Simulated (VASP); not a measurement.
## Ni: single point with PBE

Ni:

```xyz
1
Lattice="0.0000 1.7619 1.7619 1.7619 0.0000 1.7619 1.7619 1.7619 0.0000" Properties=species:S:1:pos:R:3 pbc="T T T"
Ni    0.0000    0.0000    0.0000
```

| Item | Value |
| --- | --- |
| Program | VASP 6.6.1 |
| Task | single point |
| Functional | PBE |
| Potentials or basis | VASP PAW PBE potentials, release 64 (Ni) |
| Cutoff | 520 eV |
| k mesh | 8 × 8 × 8 |
| Occupations | gaussian, width 0.1 eV |
| Spin | collinear spin, ferromagnetic start |
| Starting moments | [0.8] μB |

The pressure is -0.7 GPa, the band gap on the k mesh is none (metal or under the smearing width) and the net moment is 0.70 μB per cell. The site moments are Ni +0.71 μB. The valence electrons inside the program's atomic spheres are Ni 9.30.

Levels at points of the mesh, in eV from the Fermi level:
Spin up:
| k point | band 1 | band 2 | band 3 | band 4 | band 5 | band 6 | band 7 | band 8 | band 9 |
| --- | --- | --- | --- | --- | --- | --- | --- | --- | --- |
| (0.00, 0.00, 0.00) | -8.98 | -2.47 | -2.47 | -2.47 | -1.31 | -1.31 | 23.68 | 27.49 | 27.49 |
| (0.50, 0.00, 0.00) | -4.84 | -2.45 | -2.45 | -0.66 | -0.66 | -0.28 | 5.59 | 22.18 | 24.57 |
| (0.50, 0.50, 0.00) | -4.65 | -4.21 | -0.61 | -0.54 | -0.54 | 2.44 | 9.15 | 14.77 | 14.77 |
Spin down:
```csv
k point,band 2,band 3,band 4,band 5,band 6,band 7
"(0.00, 0.00, 0.00)",-1.65,-1.65,-1.65,-0.65,-0.65,23.53
"(0.50, 0.00, 0.00)",-1.77,-1.77,-0.33,0.17,0.17,6.06
"(0.50, 0.50, 0.00)",-3.53,0.08,0.40,0.40,2.42,9.43
```

It took 8.7 s on 1 thread of Intel(R) Xeon(R) Platinum 8259CL CPU @ 2.50GHz (Skylake/Cascade Lake) (shared host), peak memory 0.13 GiB.

Caveat: the k mesh is coarse (spacing up to 0.39 Å⁻¹), so the values aren't converged.
